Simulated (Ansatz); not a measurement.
## Magnetic states of nickel, bcc

These are results of DFT, RPBE, plane waves (420 eV) with PAW, scalar-relativistic in Ansatz, not measurements. The PAW files were generated under PBE, with cores re-solved for the functional.

Each start was relaxed and then solved on a dense mesh, with Fermi-Dirac smearing of 0.05 eV (0.1 eV in a metal without spin) extrapolated to zero. Rows within 2 meV/atom of each other tie.

**Question.** Where does each start end, and how do the energies compare? Starts: non-magnetic; ferromagnetic.

**Answer.** 
```json
{"start": "ferromagnetic", "ends": "ferromagnetic, net 0.58 μB per atom", "ΔE (meV/atom)": "0.0", "V (Å³/atom)": "11.31"}
{"start": "non-magnetic", "ends": "spin not included", "ΔE (meV/atom)": "23.6", "V (Å³/atom)": "11.25"}
```
